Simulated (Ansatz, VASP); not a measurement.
# Cross-check of TePb between VASP and Ansatz, part 2 of 2

One calculation is typed for both programs; each brings its own data sets and cutoff. How far apart do they land?

VASP 6.6.1 and Ansatz 0.2.0.

So far. Step 3 (VASP: band structure, HSE06): The k-mesh is coarse for exact exchange; levels may shift by about 0.1 eV on a finer one. Spin-orbit coupling is off here; with elements this heavy it splits and shifts levels by tenths of an eV or more.

## (4) Comparison

Known differences besides the potentials themselves: exact exchange at q = 0 is treated differently, which shows on coarse meshes; VASP keeps PBE cores, Ansatz makes them for the functional; the data sets hold 30 valence electrons in Ansatz (default PAW (the set named soft_2) files) and 20 in VASP; the cutoff is 420 eV in Ansatz and 407 eV in VASP; VASP takes a coarser grid for exact exchange (PRECFOCK = Fast). Total energies have different zeros and are not compared.

Both answers:

```
                     quantity  Ansatz   VASP  difference
gap over the path points (eV)   1.131  1.093      +0.038
```

Levels at points of the path, from each program's valence-band top (eV; 4 filled, then empty):

```
k (reciprocal lattice)                                  Ansatz                                    VASP
     0.000 0.000 0.000  -5.89 -1.59 -1.59 -1.59 4.75 4.75 4.75  -5.93 -1.59 -1.59 -1.59 4.77 4.77 4.77
     0.500 0.000 0.500  -7.86 -5.09 -3.19 -3.19 3.70 6.27 6.27  -7.87 -5.09 -3.19 -3.19 3.71 6.29 6.29
     0.500 0.200 0.700  -8.61 -4.56 -4.00 -0.90 2.64 5.24 6.44  -8.61 -4.56 -4.00 -0.91 2.63 5.25 6.45
     0.400 0.350 0.750  -8.66 -4.65 -2.99 -1.93 3.69 4.70 5.89  -8.67 -4.65 -2.99 -1.93 3.69 4.71 5.88
     0.150 0.150 0.300  -7.42 -2.42 -1.05 -0.38 2.19 2.46 4.71  -7.44 -2.42 -1.06 -0.39 2.17 2.48 4.73
     0.200 0.200 0.200  -7.10 -1.48 -1.48 -0.93 3.09 3.37 3.37  -7.12 -1.48 -1.48 -0.94 3.08 3.39 3.39
     0.500 0.500 0.500   -9.41 -1.11 -1.11 0.00 1.13 1.64 1.64   -9.41 -1.12 -1.12 0.00 1.09 1.66 1.66
     0.550 0.400 0.550  -9.25 -2.62 -1.63 -1.03 2.20 2.41 3.74  -9.25 -2.62 -1.63 -1.03 2.17 2.42 3.74
     0.600 0.250 0.650  -8.66 -4.65 -2.99 -1.93 3.69 4.70 5.89  -8.67 -4.65 -2.99 -1.93 3.69 4.71 5.88
     0.500 0.250 0.750  -8.68 -4.29 -4.29 -0.47 2.12 5.87 5.87  -8.68 -4.29 -4.29 -0.47 2.11 5.88 5.88
```

Among the levels compared at these points, filled levels agree within 38 meV and empty ones within 38 meV.

## (5) Ansatz: band structure, HSE03

The same path points are solved in both programs, so levels can be compared one by one.

The input, input.yaml:

```yaml
crystal:
  lattice:
    - [0.0, 3.231, 3.231]
    - [3.231, 0.0, 3.231]
    - [3.231, 3.231, 0.0]
  atoms:
    - { symbol: Te, position: [0.5, 0.5, 0.5] }
    - { symbol: Pb, position: [0.0, 0.0, 0.0] }
hamiltonian:
  xc: { exchange: pbe, correlation: pbe, exx: { coeff: 0.25, omega: 0.3 } }
  pseudopotentials: { kind: paw }
kpoints:
  mp_grid: { grid: [4, 4, 4] }
  band_path:
    path:
      - [0.0, 0.0, 0.0]
      - [0.5, 0.0, 0.5]
      - [0.5, 0.2, 0.7]
      - [0.4, 0.35, 0.75]
      - [0.15, 0.15, 0.3]
      - [0.2, 0.2, 0.2]
      - [0.5, 0.5, 0.5]
      - [0.55, 0.4, 0.55]
      - [0.6, 0.25, 0.65]
      - [0.5, 0.25, 0.75]
      - [0.5, 0.5, 0.5]
      - [0.375, 0.375, 0.75]
      - [0.5, 0.0, 0.5]
    npoints: 1
scf:
  occupations: { method: gaussian, width: 0.02 }
  n_extra_bands: 7
output:
  forces: true
  stress: true
  eigenvalues: true
```

Run with:

```sh
ansatz run input.yaml --threads 4 --pin off --max-ram 9216MiB --backend cpu --events-out ev --progress --plain --runs-dir out
```

Numbers of over 12 decimals in the logs are rounded to 6 here.

Output:

```text
[...]
Crystal: 2 atoms, lattice volume = 67.459 Å³
Basis set: ecut = 420 eV, 1363 PW (Γ), exchange–correlation on 64×64×64 points (8 copies of the dense FFT grid, shifted against one another)
Bands: 22, of which v1, the nominal top of the filled ones, is band 15 counted from 1 (14 counted from 0)
Symmetry: 48 space group operations
[...]
k-points: 8 of 64
[...]
--- Band table (eV; the first three rows and the last of 8) ---
  k-point 0: bands = [... 11 lower, 2.6748, 6.9597, 6.9597, 6.9597, 13.0732, 13.0732, 13.0732, 14.7301, ... 3 higher]
  k-point 1: bands = [... 11 lower, 1.0145, 7.1296, 7.1296, 7.8068, 10.9631, 11.2822, 11.2822, 14.9043, ... 3 higher]
  k-point 2: bands = [... 11 lower, -0.7625, 7.4233, 7.4233, 8.5144, 9.5159, 10.0234, 10.0234, 17.4464, ... 3 higher]
  k-point 7: bands = [... 11 lower, -0.0439, 4.3224, 4.3224, 8.0485, 10.4897, 14.1899, 14.1899, 15.9499, ... 3 higher]
[key lines of the parts left out:]
Free energy (F): -18895.258241 eV
Fermi energy:    9.015110 eV
P = ⅓ Tr σ = 1.2637 GPa (12.637 kbar)
```

The job ended after 40 s (4 threads of Intel Xeon Platinum 8175M at 2.50GHz (Skylake/Cascade Lake), shared host; peak memory 1 GiB).

## (6) VASP: band structure, HSE03

The same cell, functional, mesh and smearing now go to VASP, with its own data sets and cutoff.

The run reads the wave functions of an earlier VASP run, which isn't shown here.

The input, INCAR:

```
SYSTEM = TePb
PREC = Accurate
ENCUT = 407
EDIFF = 1E-06
NELM = 100
ISMEAR = 0
SIGMA = 0.02
LREAL = .FALSE.
ALGO = Normal
LHFCALC = .TRUE.
AEXX = 0.25
GGA = PE
HFSCREEN = 0.3
LASPH = .TRUE.
NBANDS = 16
PRECFOCK = Fast
LORBIT = 11
LWAVE = .FALSE.
LCHARG = .FALSE.
KPAR = 4
```

The input, POSCAR:

```
TePb
1.0
    0.0000000000      3.2310000000      3.2310000000
    3.2310000000      0.0000000000      3.2310000000
    3.2310000000      3.2310000000      0.0000000000
Te Pb
1 1
Direct
    0.5000000000      0.5000000000      0.5000000000
    0.0000000000      0.0000000000      0.0000000000
```

The input, KPOINTS:

```
Automatic mesh
0
Gamma
4 4 4
0 0 0
```

The input, KPOINTS_OPT:

```
Line mode
6
Line-mode
Reciprocal
  0.00000000   0.00000000   0.00000000 GAMMA
  0.50000000   0.00000000   0.50000000 X

  0.50000000   0.00000000   0.50000000 X
  0.50000000   0.25000000   0.75000000 W

  0.50000000   0.25000000   0.75000000 W
  0.37500000   0.37500000   0.75000000 K

  0.37500000   0.37500000   0.75000000 K
  0.00000000   0.00000000   0.00000000 GAMMA

  0.00000000   0.00000000   0.00000000 GAMMA
  0.50000000   0.50000000   0.50000000 L

  0.50000000   0.50000000   0.50000000 L
  0.62500000   0.25000000   0.62500000 U

  0.62500000   0.25000000   0.62500000 U
  0.50000000   0.25000000   0.75000000 W

  0.50000000   0.25000000   0.75000000 W
  0.50000000   0.50000000   0.50000000 L

  0.50000000   0.50000000   0.50000000 L
  0.37500000   0.37500000   0.75000000 K

  0.62500000   0.25000000   0.62500000 U
  0.50000000   0.00000000   0.50000000 X
```

PAW data sets: Te and Pb_d (PBE family, release 64).

Run with:

```sh
mpirun -np 4 vasp_std
```

Output:

```text
[... set-up lines as in an earlier step ...]
 entering main loop
       N       E                     dE             d eps       ncg     rms          rms(c)
DAV:   1    -0.865236651836E+01   -0.86524E+01   -0.10612E+00   264   0.976E+00    0.886E+00
DAV:   2    -0.865701202118E+01   -0.46455E-02   -0.28417E-02   288   0.124E+00    0.554E+00
DAV:   3    -0.865585353762E+01    0.11585E-02   -0.22489E-03   392   0.516E-01    0.345E+00
DAV:   4    -0.865556324074E+01    0.29030E-03   -0.43355E-04   376   0.213E-01    0.206E+00
[...]
DAV:   8    -0.865546860903E+01    0.11566E-05   -0.12174E-06   256   0.964E-03    0.257E-01
DAV:   9    -0.865546977334E+01   -0.11643E-05   -0.54055E-07   224   0.612E-03    0.152E-01
DAV:  10    -0.865547026646E+01   -0.49312E-06   -0.22488E-07   224   0.363E-03
   1 F= -.86554703E+01 E0= -.86554703E+01  d E =-.255871E-37
 Start KPOINTS_OPT (optional k-point list driver)
k-point batch [1-8\60]
       N       E                     dE             ncg
DAV:   1     0.372632717529E+03   -0.27114E+04      256
DAV:   2    -0.946983855734E+03   -0.13196E+04      272
DAV:   3    -0.104280051925E+04   -0.95817E+02      360
DAV:   4    -0.104587979937E+04   -0.30793E+01      368
DAV:   5    -0.104595934197E+04   -0.79543E-01      384
DAV:   6    -0.104596040910E+04   -0.10671E-02      392
DAV:   7    -0.104596042705E+04   -0.17949E-04      360
DAV:   8    -0.104596042735E+04   -0.30003E-06      288
[...]
k-point batch [57-60\60]
       N       E                     dE             ncg
DAV:   1     0.253182093875E+04   -0.21904E+04      136
DAV:   2     0.189308937831E+04   -0.63873E+03      128
DAV:   3     0.184505359707E+04   -0.48036E+02      160
DAV:   4     0.184346835029E+04   -0.15852E+01      176
DAV:   5     0.184341568629E+04   -0.52664E-01      192
DAV:   6     0.184341289965E+04   -0.27866E-02      208
DAV:   7     0.184341285810E+04   -0.41552E-04      192
DAV:   8     0.184341285731E+04   -0.78598E-06      160
```

Parts of OUTCAR (step 6):

```text
 POSITION                                       TOTAL-FORCE (eV/Angst)
 -----------------------------------------------------------------------------------
      3.23100      3.23100      3.23100        -0.000000     -0.000000     -0.000000
      0.00000      0.00000      0.00000         0.000000      0.000000      0.000000
 -----------------------------------------------------------------------------------
    total drift:                                0.000001      0.000002     -0.000001

  FREE ENERGIE OF THE ION-ELECTRON SYSTEM (eV)
  ---------------------------------------------------
  free  energy   TOTEN  =        -8.6554702665 eV

  energy  without entropy=       -8.6554702665  energy(sigma->0) =       -8.65547027

[... 2 parts as in an earlier step ...]

[... 1 further part left out ...]
[key lines of the parts left out:]
E-fermi :   5.6026
```

## (7) Comparison

Compared:

```
                     quantity  Ansatz   VASP  difference
gap over the path points (eV)   1.002  0.962      +0.039
```

Levels at points of the path, from each program's valence-band top (eV; 4 filled, then empty):

```
k (reciprocal lattice)                                  Ansatz                                    VASP
     0.000 0.000 0.000  -5.84 -1.55 -1.55 -1.55 4.56 4.56 4.56  -5.88 -1.55 -1.55 -1.55 4.58 4.58 4.58
     0.500 0.000 0.500  -7.76 -4.97 -3.12 -3.12 3.56 6.05 6.05  -7.77 -4.97 -3.12 -3.12 3.57 6.07 6.07
     0.500 0.200 0.700  -8.49 -4.45 -3.90 -0.89 2.49 5.07 6.23  -8.49 -4.45 -3.90 -0.90 2.48 5.08 6.24
     0.400 0.350 0.750  -8.54 -4.54 -2.93 -1.90 3.53 4.52 5.71  -8.55 -4.54 -2.93 -1.90 3.53 4.53 5.70
     0.150 0.150 0.300  -7.33 -2.37 -1.03 -0.38 2.04 2.31 4.53  -7.35 -2.37 -1.03 -0.39 2.03 2.33 4.54
     0.200 0.200 0.200  -7.01 -1.45 -1.45 -0.92 2.94 3.21 3.21  -7.03 -1.45 -1.45 -0.93 2.92 3.23 3.23
     0.500 0.500 0.500   -9.28 -1.09 -1.09 0.00 1.00 1.51 1.51   -9.28 -1.09 -1.09 0.00 0.96 1.52 1.52
     0.550 0.400 0.550  -9.12 -2.56 -1.60 -1.02 2.06 2.27 3.58  -9.12 -2.57 -1.60 -1.03 2.04 2.28 3.58
     0.600 0.250 0.650  -8.54 -4.54 -2.93 -1.90 3.53 4.52 5.71  -8.55 -4.54 -2.93 -1.90 3.53 4.53 5.70
     0.500 0.250 0.750  -8.56 -4.19 -4.19 -0.47 1.98 5.68 5.68  -8.56 -4.19 -4.19 -0.47 1.96 5.68 5.68
```

Among the levels compared at these points, filled levels agree within 38 meV and empty ones within 39 meV.

## (8) Outcome

| Quantity | Value |
| --- | --- |
| difference in gap over the path points (band structure, HSE06) | 0.038 eV |
| difference in gap over the path points (band structure, HSE03) | 0.039 eV |

What this shows: The difference in gap over the path points is 0.039 eV (band structure, HSE03), within the 0.08 eV picked in this series as the mark of a large difference. Such differences can come from data sets, numerical settings and the points named under the comparisons, not from the functional's error against experiment.

[Lines on the potential files, build, host, timing and source positions are cut from VASP's logs without a mark.]

[Logs are printed without paths, hosts, clocks, repeated set-up lines and the standing remarks that a program may print on its own settings, such as how far it seeks lower states.]

[Hosts, paths, dates, database ids (printed as entryN), source tags and the programs' standing remarks are cut or masked in the printed files.]
